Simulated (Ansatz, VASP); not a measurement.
# One calculation of Al5P, two programs

```xyz
6
Lattice="0.0000 3.7201 3.7201 3.7201 0.0000 3.7201 3.7201 3.7201 0.0000" Properties=species:S:1:pos:R:3 pbc="T T T"
Al    1.8600    1.8600    1.8600
Al    4.6462    4.6462    4.6462
Al    4.6462    2.7940    2.7940
Al    2.7940    4.6462    2.7940
Al    2.7940    2.7940    4.6462
P     0.0000    0.0000    0.0000
```

Change from the starting cell: species swapped into the ZrCu5 type (F-43m, No. 216).

Alike in both runs: task relaxation of cell and atoms; functional PBE; k mesh 10 × 10 × 10; occupations gaussian, width 0.1 eV; no spin polarisation.

|  | VASP | Ansatz |
| --- | --- | --- |
| version | VASP 6.6.1 | Ansatz 0.2.0 |
| potentials or method | VASP PAW PBE potentials, release 64 (Al, P) | scalar-relativistic, plane waves, PAW |
| plane-wave cutoff (eV) | 600 | 420 |
| valence electrons in the cell | 20 | 20 |

|  | VASP | Ansatz | Ansatz less VASP |
| --- | --- | --- | --- |
| gap on the k mesh at the Fermi level, each at its own relaxed structure (eV) | none | none | - |
| relaxed volume (Å³/atom) | 17.17 | 17.17 | +0.002 |
| relaxed cell length with the largest relative difference (Å) | 5.262 | 5.262 | +0.0002 |

A gap of «none» marks a metal or a gap that the smearing closes.

Caveats: the bands computed are all filled at some k points, so no gap is given.
